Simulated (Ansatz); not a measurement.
# Pb (Fm-3m) in Ansatz: notebook

The runs below take Pb through single point, equation of state, with r2SCAN.

All numbers are computed with Ansatz 0.2.0; they aren't measurements. Logs are shortened: lines on timing, memory, paths and dates and some standing lists are left out, and cuts for length are marked.

## (1) The structure

Symmetry: Fm-3m, No. 225, cubic system. The conventional cell has a = 4.950 Å, b = 4.950 Å, c = 4.950 Å, α = 90.00°, β = 90.00°, γ = 90.00°. Pb (site symmetry m-3m) is surrounded by 12 Pb at 3.50 Å.

## (2) Single point, r2SCAN, 28.50 Å³/atom (volume scaled by 0.94)

Input file input.yaml:

```yaml
crystal:
  lattice:
    - [0.0, 2.4244952108, 2.4244952108]
    - [2.4244952108, 0.0, 2.4244952108]
    - [2.4244952108, 2.4244952108, 0.0]
  atoms:
    - { symbol: Pb, position: [0.0, 0.0, 0.0] }
hamiltonian:
  xc: r2scan
  pseudopotentials: { kind: paw }
kpoints:
  mp_grid: { grid: [9, 9, 9] }
scf:
  occupations: { method: fermi_dirac, width: 0.05 }
output:
  forces: true
  stress: true
  eigenvalues: true
```

Potentials or basis: Ansatz PAW.

Command:

```console
$ ansatz run input.yaml --threads 2 --pin off --max-ram 5120MiB --backend cpu --events-out ev --progress --plain --runs-dir out
```

Output:

```text
Warning: RAYON_NUM_THREADS=2 ignored (pool sized by the plan → 2); use --threads N
Engine: ansatz 0.2.0, aarch64-unknown-linux-gnu
Pseudopotentials: kind: paw
Pseudopotential: Pb, paw, valence charge 14, recommended cutoff 500 eV (meta_gga), Pb.paw.azcp
Functional definition: r2SCAN
  parameter k0 = 0.174
  parameter k1 = 0.065
  parameter a1 = 4.9479
  exchange = r2scan_x(k0 = k0, k1 = k1, a1 = a1)
  correlation = r2scan_c
Crystal: 1 atoms, lattice volume = 28.503 Å³
Basis set: ecut = 500 eV, 725 PW (Γ), exchange–correlation on 108×108×108 points (64 copies of the dense FFT grid, shifted against one another)
Bands: 11, of which v1, the nominal top of the filled ones, is band 7 counted from 1 (6 counted from 0)
Symmetry: 48 space group operations
Space group: Fm-3m (ITA 225), of the structure as read, at distance tolerance 3.1e-5 Å
k-points: 35 of 729
Non-local potential: Pb, projectors of the file, l = 0: 2, l = 1: 2, l = 2: 2, l = 3: 2
PAW form: soft (Blöchl's): semilocal exchange-correlation on the pseudo side does not see the compensation charge
PAW frozen core: Pb, regenerated for the run's functional (the file was generated under x = pbe(κ = 0.804, μ = 0.2195149727645171), c = pbe(β = 0.06672455060314922))
PAW one-centre angular grid: Pb, 590 points (default); XC on 160 Gauss nodes
Initial density: superposition of atomic densities (neutral atoms: chi_scale 0, normalization atom), corrected by the library's trained network
Initial wavefunctions: pseudopotential atomic-orbital guess
Functional: x = r2scan, c = r2scan; τ floored in thin density (d = 2e-4 eV/Å³)
SCF iter   1: F=—  HF=-11920.836662 eV  |F-HF|=—  |Δ(HF+E_count)|=         —  Δρ=6.76e-3  dr2=9.20e-3  dr2_τ=9.64e-4  ethr=1.77e-3  ⟨swp⟩=6.0  Hψ=2637  notcnv=0
preconditioner: auto → none  [insulator: Δε(μ)=0.364 eV  Ē_g=21.305 eV  σ=0.050 eV  W_gap=0.56  n_scr=8 (ndim 8)  ℏωp=26.0 eV  f_vac=0.000  D(μ)=0.45/eV (n_scr^D=0)  ε∞_Penn≈2.5]
SCF iter   2: F=—  HF=-11920.838742 eV  |F-HF|=—  |Δ(HF+E_count)|=   2.08e-3  Δρ=1.18e-3  dr2=2.15e-4  dr2_τ=6.87e-5  ethr=6.57e-5  ⟨swp⟩=2.2  Hψ=1049  notcnv=0  defer=8
SCF iter   3: F=—  HF=-11920.839071 eV  |F-HF|=—  |Δ(HF+E_count)|=   3.29e-4  Δρ=4.91e-4  dr2=4.28e-5  dr2_τ=3.00e-6  ethr=1.54e-6  ⟨swp⟩=3.0  Hψ=617  notcnv=0  defer=8
SCF iter   4: F=—  HF=-11920.839149 eV  |F-HF|=—  |Δ(HF+E_count)|=   7.83e-5  Δρ=3.25e-5  dr2=1.77e-7  dr2_τ=2.36e-8  ethr=3.06e-7  ⟨swp⟩=3.0  Hψ=619  notcnv=0  defer=8
iter 5 did not close the SCF: its close was put off for the readings that it lacked (scf_convergence_deferred on its scf_iter line)
SCF iter   5: F=-11920.839149 eV  HF=-11920.839149 eV  |F-HF|=1.86e-9  |Δ(HF+E_count)|=   1.67e-7  Δρ=4.21e-6  dr2=2.80e-9  dr2_τ=9.79e-10  ethr=1.27e-9  ⟨swp⟩=2.0  Hψ=616  notcnv=0  defer=8
SCF iter   6: F=-11920.839149 eV  HF=-11920.839149 eV  |F-HF|=2.80e-10  |Δ(HF+E_count)|=   2.80e-9  Δρ=6.95e-7  dr2=7.14e-11  dr2_τ=3.72e-12  ethr=2.00e-11  ⟨swp⟩=3.9  Hψ=1784  notcnv=0
SCF 1 converged in 6 iterations: F = -11920.839149 eV  dr2 = 7.14e-11
SCF converged after 6 iterations
Free energy (F): -11920.839149 eV
Harris-Foulkes:  -11920.839149 eV  (|F-HF|=2.80e-10)
Internal energy: -11920.835277 eV  (E = F + TS)
E sigma→0 (E₀):  -11920.837213 eV
Entropy (-TS):   -0.003873 eV (-3.873 meV/atom)
Fermi energy:    11.653318 eV
--- Per-component energies (eV) ---
  E_band       = -32.982069
  E_kinetic    = 289.667306
  E_local      = -975.893258  (includes V_loc(G=0)·N_el)
  E_nonlocal   = 350.361180
  E_hartree    = 390.856611
  E_xc         = -208.580290
  E_vxc        = -145.786449  (∫ρ·V_xc dr)
  E_paw        = -10433.914379  (= ΣΔE_a)
  E_vpaw       = -343.794061  (= ΣTr[D̂ρ^β])
  E_aug_tail   = 0.000019  (compensation charges beyond the density's cutoff)
  E_vtau       = 10.750162  (kinetic-family band-sum trace: ∫τ·v_τ [+ j·A + Jᵃ·Aᵃ] dr)
  E_ewald      = -1334.297968
  E_core_change = 0.965502  (= ΣΔE_core)
  E_smearing   = -0.003873  (= −TS)
  E_closure    = 0.000000  (closes the sum)
  Σ components = -11920.839149   (vs F -11920.839149, Δ=0.00e0)
--- Forces (eV/Å), atoms counted from 1 ---
  atom   1  Pb    -0.00000000     0.00000000     0.00000000
  max |Σ_I F_I| component: 7.81e-32 eV/Å
--- Stress (GPa, compression-positive) ---
        4.787987       0.000000      -0.000000
        0.000000       4.787987      -0.000000
        0.000000       0.000000       4.787987
  P = ⅓ Tr σ = 4.7880 GPa (47.880 kbar)
--- Band table (eV; the first three rows and the last of 35) ---
  k-point 0: bands = ["-5.9793", "-5.9793", "-5.9793", "-5.8020", "-5.8020", "-0.8962", "20.1114", "20.1114", "20.1114", "22.2206", "25.0065"]
  k-point 1: bands = ["-5.9812", "-5.9585", "-5.9585", "-5.8023", "-5.8023", "-0.6293", "17.5423", "19.7938", "19.7938", "21.9170", "25.6951"]
  k-point 2: bands = ["-5.9914", "-5.9342", "-5.9342", "-5.7736", "-5.7736", "0.1743", "13.7118", "19.1159", "19.1159", "21.6927", "24.7572"]
  k-point 34: bands = ["-5.9754", "-5.9578", "-5.8544", "-5.7367", "-5.6005", "4.8582", "9.8092", "10.8170", "12.7212", "23.2374", "24.1546"]
```

Run time: 1.1 s. Hardware: 2 threads of Arm Neoverse V2, shared host; peak memory 0.35 GiB.

Results:

| Property | Result |
| --- | --- |
| Free energy | -11920.8391 eV |
| Pressure | 4.8 GPa |
| Band gap on the k mesh | none (metal or under the smearing width) |

Caveat: the PAW data sets come from PBE, with cores solved anew for the run's functional, which leaves a small shift of forces and pressure.

## (3) Single point, r2SCAN, 29.11 Å³/atom (volume scaled by 0.96)

Input file input.yaml:

```yaml
crystal:
  lattice:
    - [0.0, 2.4415696833, 2.4415696833]
    - [2.4415696833, 0.0, 2.4415696833]
    - [2.4415696833, 2.4415696833, 0.0]
  atoms:
    - { symbol: Pb, position: [0.0, 0.0, 0.0] }
hamiltonian:
  xc: r2scan
  pseudopotentials: { kind: paw }
kpoints:
  mp_grid: { grid: [9, 9, 9] }
scf:
  occupations: { method: fermi_dirac, width: 0.05 }
output:
  forces: true
  stress: true
  eigenvalues: true
  write_density: true
  write_potential: true
  elf: true
  volumetric_format: npy
```

Potentials or basis: Ansatz PAW.

Command:

```console
$ ansatz run input.yaml --threads 2 --pin off --max-ram 5120MiB --backend cpu --events-out ev --progress --plain --runs-dir out
```

Run time: 1.5 s. Hardware: 2 threads of Arm Neoverse V2, shared host; peak memory 0.36 GiB.

Results (log left out):

| Quantity | Value |
| --- | --- |
| Free energy | -11920.8547 eV |
| Pressure | 3.4 GPa |
| Band gap on the k mesh | none (metal or under the smearing width) |

Caveat: the PAW data sets come from PBE, with cores solved anew for the run's functional, which leaves a small shift of forces and pressure.

## (4) Single point, r2SCAN, 29.72 Å³/atom (volume scaled by 0.98)

Input file input.yaml:

```yaml
crystal:
  lattice:
    - [0.0, 2.458408627, 2.458408627]
    - [2.458408627, 0.0, 2.458408627]
    - [2.458408627, 2.458408627, 0.0]
  atoms:
    - { symbol: Pb, position: [0.0, 0.0, 0.0] }
hamiltonian:
  xc: r2scan
  pseudopotentials: { kind: paw }
kpoints:
  mp_grid: { grid: [9, 9, 9] }
scf:
  occupations: { method: fermi_dirac, width: 0.05 }
output:
  forces: true
  stress: true
  eigenvalues: true
```

Command:

```console
$ ansatz run input.yaml --threads 2 --pin off --max-ram 5120MiB --backend cpu --events-out ev --progress --plain --runs-dir out
```

It took 1.1 s on 2 threads of Arm Neoverse V2, shared host; peak memory 0.35 GiB.

It converged, with:

```
Free energy            : -11920.8653 eV
Pressure               : 2.2 GPa
Band gap on the k mesh : none (metal or under the smearing width)
```

Caveat: the PAW data sets come from PBE, with cores solved anew for the run's functional, which leaves a small shift of forces and pressure.

## (5) Single point, r2SCAN, 30.32 Å³/atom

Edit input.yaml of step 4 so:

```diff
@@ -2,5 +2,5 @@
   lattice:
-    - [0.0, 2.458408627, 2.458408627]
-    - [2.458408627, 0.0, 2.458408627]
-    - [2.458408627, 2.458408627, 0.0]
+    - [0.0, 2.47502, 2.47502]
+    - [2.47502, 0.0, 2.47502]
+    - [2.47502, 2.47502, 0.0]
   atoms:
```

Command:

```console
$ ansatz run input.yaml --threads 2 --pin off --max-ram 5120MiB --backend cpu --events-out ev --progress --plain --runs-dir out
```

Run time: 1.2 s. Hardware: 2 threads of Arm Neoverse V2, shared host; peak memory 0.35 GiB.

The run converged. Its results:

```
Free energy            : -11920.8716 eV
Pressure               : 1.1 GPa
Band gap on the k mesh : none (metal or under the smearing width)
```

Caveat: the PAW data sets come from PBE, with cores solved anew for the run's functional, which leaves a small shift of forces and pressure.

## (6) Single point, r2SCAN, 30.93 Å³/atom (volume scaled by 1.02)

Edit input.yaml of step 5 so:

```diff
@@ -2,5 +2,5 @@
   lattice:
-    - [0.0, 2.47502, 2.47502]
-    - [2.47502, 0.0, 2.47502]
-    - [2.47502, 2.47502, 0.0]
+    - [0.0, 2.4914113386, 2.4914113386]
+    - [2.4914113386, 0.0, 2.4914113386]
+    - [2.4914113386, 2.4914113386, 0.0]
   atoms:
```

Potentials or basis: Ansatz PAW.

Command:

```console
$ ansatz run input.yaml --threads 2 --pin off --max-ram 5120MiB --backend cpu --events-out ev --progress --plain --runs-dir out
```

Wall time 1.2 s (2 threads of Arm Neoverse V2, shared host); peak memory 0.35 GiB.

It converged, with:

| Item | Value |
| --- | --- |
| Free energy | -11920.8740 eV |
| Pressure | 0.2 GPa |
| Band gap on the k mesh | none (metal or under the smearing width) |

Caveat: the PAW data sets come from PBE, with cores solved anew for the run's functional, which leaves a small shift of forces and pressure.

## (7) Single point, r2SCAN, 31.54 Å³/atom (volume scaled by 1.04)

Input file input.yaml:

```yaml
crystal:
  lattice:
    - [0.0, 2.5075897876, 2.5075897876]
    - [2.5075897876, 0.0, 2.5075897876]
    - [2.5075897876, 2.5075897876, 0.0]
  atoms:
    - { symbol: Pb, position: [0.0, 0.0, 0.0] }
hamiltonian:
  xc: r2scan
  pseudopotentials: { kind: paw }
kpoints:
  mp_grid: { grid: [9, 9, 9] }
scf:
  occupations: { method: fermi_dirac, width: 0.05 }
output:
  forces: true
  stress: true
  eigenvalues: true
  write_density: true
  write_potential: true
  elf: true
  volumetric_format: npy
```

Command:

```console
$ ansatz run input.yaml --threads 2 --pin off --max-ram 5120MiB --backend cpu --events-out ev --progress --plain --runs-dir out
```

Wall time 1.6 s (2 threads of Arm Neoverse V2, shared host); peak memory 0.36 GiB.

The run converged. Its results:

```yaml
Free_energy: -11920.8729 eV
Pressure: -0.7 GPa
Band_gap_on_the_k_mesh: none (metal or under the smearing width)
```

Caveat: the PAW data sets come from PBE, with cores solved anew for the run's functional, which leaves a small shift of forces and pressure.

## (8) Single point, r2SCAN, 32.14 Å³/atom (volume scaled by 1.06)

Edit input.yaml of step 7 so:

```diff
@@ -2,5 +2,5 @@
   lattice:
-    - [0.0, 2.5075897876, 2.5075897876]
-    - [2.5075897876, 0.0, 2.5075897876]
-    - [2.5075897876, 2.5075897876, 0.0]
+    - [0.0, 2.5235621278, 2.5235621278]
+    - [2.5235621278, 0.0, 2.5235621278]
+    - [2.5235621278, 2.5235621278, 0.0]
   atoms:
```

Command:

```console
$ ansatz run input.yaml --threads 2 --pin off --max-ram 5120MiB --backend cpu --events-out ev --progress --plain --runs-dir out
```

It took 1.6 s on 2 threads of Arm Neoverse V2, shared host; peak memory 0.36 GiB.

It converged, with:

| Property | Result |
| --- | --- |
| Free energy | -11920.8689 eV |
| Pressure | -1.4 GPa |
| Band gap on the k mesh | none (metal or under the smearing width) |

Caveat: the PAW data sets come from PBE, with cores solved anew for the run's functional, which leaves a small shift of forces and pressure.

## (9) Equation of state, r2SCAN

Potentials or basis: Ansatz PAW.

This step only gathers the single runs of the series.

What came out:

```yaml
Equilibrium_volume: 31.04 Å³/atom
Bulk_modulus: 45 GPa
Pressure_derivative_of_the_bulk_modulus: 5.1
```

Energy against volume, from the lowest point:
| volume (Å³/atom) | energy (meV/atom) |
| --- | --- |
| 28.503 | 34.81 |
| 29.110 | 19.30 |
| 29.716 | 8.66 |
| 30.323 | 2.39 |
| 30.929 | 0.00 |
| 31.535 | 1.04 |
| 32.142 | 5.08 |

Caveat: the PAW data sets were made with another functional, which shifts forces and pressure a little. The run has no spin-orbit coupling, so splittings on Pb are missing.

## (10) Against experiment

Step 9. The cell as given is a measured one (30.32 Å³/atom); r2SCAN puts the equilibrium volume +2.4 % from it, thermal expansion not counted.
